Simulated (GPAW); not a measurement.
Runs of GPAW 26.7.0 on InSe. The structure is monoclinic, space group C2/m (No. 12). The conventional cell has a = 11.653 Å, b = 4.109 Å, c = 5.073 Å, α = 90.00°, β = 109.86°, γ = 90.00°. Around In (site symmetry m) lie 3 Se at 2.68 to 2.69 Å and 1 In at 2.80 Å. Se (site symmetry m) is surrounded by 3 In at 2.68 to 2.69 Å. The cell comes from a database or a generator and needn't be the stable form of this composition.

| task | level | potentials or basis | k mesh | cutoff (eV) | smearing | band path | band points | response ecut | response k mesh | response bands | gap on the mesh (eV) | pressure (GPa) | largest force (eV/Å) |
| --- | --- | --- | --- | --- | --- | --- | --- | --- | --- | --- | --- | --- | --- |
| band structure | PBEsol | PAW data sets generated in the run's folder for this functional, pw | 5 × 5 × 4 | 600 | fermi-dirac 0.05 eV | XGY,LGZ,NGM,RG | 80 | - | - | - | 1.05 | -1.4 | 0.03 |
| single point | PBEsol | PAW data sets generated in the run's folder for this functional, pw | 7 × 7 × 6 | 600 | fermi-dirac 0.05 eV | - | - | - | - | - | (b) | -1.4 | 0.04 |
| dielectric tensor | LDA | the program's PAW data sets (release 1.2.1) made for this functional, pw | 6 × 6 × 5 | 450 | fermi-dirac 0.001 eV | - | - | 80 eV | 9 × 9 × 7 | 59 | 1.20 | - | - |
| band structure | LDA | the program's PAW data sets (release 1.2.1) made for this functional, pw | 5 × 5 × 4 | 600 | fermi-dirac 0.05 eV | XGY,LGZ,NGM,RG | 80 | - | - | - | (a) | (c) | 0.13 |

Alike in all rows: no spin polarisation; cell as given.

Problem. Fill in the values left out.

Solution. (a) 0.97; (b) 1.08; (c) -3.0.

Caveats: spin-orbit coupling is left out, which moves the levels of the heavy elements; an odd mesh through Γ misses points on the zone boundary, where band edges often lie (some runs); the long-wavelength limit can be off by a per cent or two (some runs).

A k mesh can miss the band edges, and the runs leave out spin-orbit coupling on In, Se.

Not every run made on this cell is shown here.
